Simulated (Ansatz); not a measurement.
Input and command of a calculation in Ansatz (plane waves; scalar-relativistic PAW potentials unless the input names others):

```yaml
crystal:
  lattice:
    - [1.8655574233, 1.0770800806, 9.3541347981]
    - [-1.8655574233, 1.0770800806, 9.3541347981]
    - [0.0, -2.1541601611, 9.3541347981]
  atoms:
    - { symbol: Zn, position: [0.9999789175, 0.9999789175, 0.9999789175] }
    - { symbol: Zn, position: [0.2222813884, 0.2222813884, 0.2222813884] }
    - { symbol: Zn, position: [0.4445836769, 0.4445836769, 0.4445836769] }
    - { symbol: S, position: [0.0832619666, 0.0832619666, 0.0832619666] }
    - { symbol: S, position: [0.5278285134, 0.5278285134, 0.5278285134] }
    - { symbol: S, position: [0.3053915373, 0.3053915373, 0.3053915373] }
basis:
  ecutwfc: 500
kpoints:
  mp_grid: { grid: [6, 6, 6], shift: [0.5, 0.5, 0.5] }
hamiltonian:
  xc: r2scan
scf:
  occupations: { method: gaussian, width: 0.05 }
  eigensolver: { kind: davidson }
output:
  forces: true
  eigenvalues: true
  stress: true
```

```bash
ansatz run input.yaml --threads 1 --pin off --max-ram 2560MiB --backend cpu --events-out ev --progress --plain --runs-dir out
```

Abridged log:
```
Pseudopotentials: kind: paw
Pseudopotential: Zn, paw, valence charge 12, recommended cutoff 500 eV (meta_gga)
Pseudopotential: S, paw, valence charge 6, recommended cutoff 500 eV (meta_gga)
Functional definition: r2SCAN
Crystal: 6 atoms, lattice volume = 112.775 Å³
Basis set: ecut = 500 eV, 2849 PW (Γ), FFT grids on a1−a3, a2−a3, a3, exchange–correlation on 120×120×288 points (64 copies of the dense FFT grid, shifted against one another)
Bands: 33, of which v1, the nominal top of the filled ones, is band 27 counted from 1 (26 counted from 0)
Symmetry: 6 space group operations
Space group: R3m (ITA 160), of the structure as read, at distance tolerance 4.8e-5 Å
k-points: 28 of 216 (time reversal used)
Initial density: superposition of atomic densities (neutral atoms: chi_scale 0, normalization atom), corrected by the library's trained network
Initial wavefunctions: pseudopotential atomic-orbital guess
Functional: x = r2scan, c = r2scan; τ floored in thin density (d = 2e-4 eV/Å³)
SCF iter   1: F=—  HF=-12700.270969 eV  |F-HF|=—  |Δ(HF+E_count)|=         —  Δρ=1.56e-2  dr2=1.39e-1  dr2_τ=2.41e-2  ethr=1.77e-3  ⟨swp⟩=14.9  Hψ=5054  notcnv=2
SCF iter   2: F=—  HF=-12700.277930 eV  |F-HF|=—  |Δ(HF+E_count)|=   6.96e-3  Δρ=2.49e-3  dr2=4.11e-3  dr2_τ=7.27e-4  ethr=7.66e-6  ⟨swp⟩=2.1  Hψ=4885  notcnv=0  defer=1
SCF iter   3: F=—  HF=-12700.273124 eV  |F-HF|=—  |Δ(HF+E_count)|=   4.81e-3  Δρ=3.34e-3  dr2=5.90e-3  dr2_τ=3.98e-5  ethr=7.61e-6  ⟨swp⟩=4.0  Hψ=2903  notcnv=0
automatic band count: iteration 3 solves 31 bands in place of 33: the levels show a gap, and the empty bands left out lie too high to hold charge; the band table lists the bands solved (type scf.n_extra_bands for more)
SCF iter   4: F=—  HF=-12700.272637 eV  |F-HF|=—  |Δ(HF+E_count)|=   4.87e-4  Δρ=7.25e-4  dr2=3.32e-4  dr2_τ=8.08e-6  ethr=7.61e-6  ⟨swp⟩=2.0  Hψ=1624  notcnv=0
SCF iter   5: F=—  HF=-12700.272721 eV  |F-HF|=—  |Δ(HF+E_count)|=   8.44e-5  Δρ=1.79e-4  dr2=2.58e-5  dr2_τ=5.30e-7  ethr=6.14e-7  ⟨swp⟩=4.0  Hψ=2448  notcnv=0
SCF iter   6: F=—  HF=-12700.272734 eV  |F-HF|=—  |Δ(HF+E_count)|=   1.33e-5  Δρ=9.72e-5  dr2=7.88e-6  dr2_τ=2.36e-7  ethr=4.79e-8  ⟨swp⟩=3.1  Hψ=1903  notcnv=0
SCF iter   7: F=—  HF=-12700.272735 eV  |F-HF|=—  |Δ(HF+E_count)|=   5.12e-8  Δρ=5.20e-5  dr2=1.96e-6  dr2_τ=1.78e-8  ethr=1.46e-8  ⟨swp⟩=3.2  Hψ=2088  notcnv=0
SCF iter   8: F=—  HF=-12700.272734 eV  |F-HF|=—  |Δ(HF+E_count)|=   2.68e-7  Δρ=1.72e-5  dr2=2.59e-7  dr2_τ=1.58e-9  ethr=3.63e-9  ⟨swp⟩=4.0  Hψ=2330  notcnv=0
SCF iter   9: F=-12700.272734 eV  HF=-12700.272734 eV  |F-HF|=3.28e-9  |Δ(HF+E_count)|=   1.16e-7  Δρ=4.45e-6  dr2=1.85e-8  dr2_τ=8.51e-10  ethr=4.81e-10  ⟨swp⟩=3.0  Hψ=2344  notcnv=0
SCF 1 converged in 9 iterations: F = -12700.272734 eV  dr2 = 1.85e-8
  Residual-converged pass: ⟨swp⟩=3.0  Hψ=2350  notcnv=0  max |occ|·‖R‖ = 6.1e-6 eV (tolerance 6.7e-6 eV) dr2=1.93e-8  dr2_τ=9.80e-10  dr2_onsite=3.83e-9  max |Δocc| = 0.0e0
SCF converged after 9 iterations
Free energy (F): -12700.272734 eV
Harris-Foulkes:  -12700.272734 eV  (|F-HF|=3.28e-9)
Internal energy: -12700.272734 eV  (E = F + TS)
E sigma→0 (E₀):  -12700.272734 eV
Fermi energy:    7.677844 eV
--- Forces (eV/Å), atoms counted from 1 ---
  atom   1  Zn     0.00000000     0.00000000     0.16078345
  atom   2  Zn     0.00000000     0.00000000     0.16580691
  atom   3  Zn     0.00000000     0.00000000     0.15878843
  atom   4  S      0.00000000     0.00000000    -0.16162658
  atom   5  S      0.00000000     0.00000000    -0.16498667
  atom   6  S      0.00000000     0.00000000    -0.15877412
--- Stress (GPa, compression-positive) ---
        4.644696       0.000000       0.000000
        0.000000       4.644696       0.000000
        0.000000       0.000000       1.346855
  P = ⅓ Tr σ = 3.5454 GPa (35.454 kbar)
```

Apart from outputs and empty bands, the input differs from a reference run on usual settings in scf.eigensolver.kind: not typed → "davidson"; kpoints.mp_grid.shift: not typed → [0.5, 0.5, 0.5]. The reference, at the same geometry (not necessarily relaxed), gave pressure 3.55 GPa, largest force 0.166 eV/Å, gap on the mesh 2.89 eV. This run converged in 9 SCF iterations (reference: 8) with an energy at zero smearing within 0.01 meV/atom of the reference's, pressure 3.55 GPa, largest force 0.166 eV/Å, gap on the mesh 2.97 eV.

The run took 48 s on 1 thread of Arm Neoverse V1 (shared host), peak memory 0.61 GiB.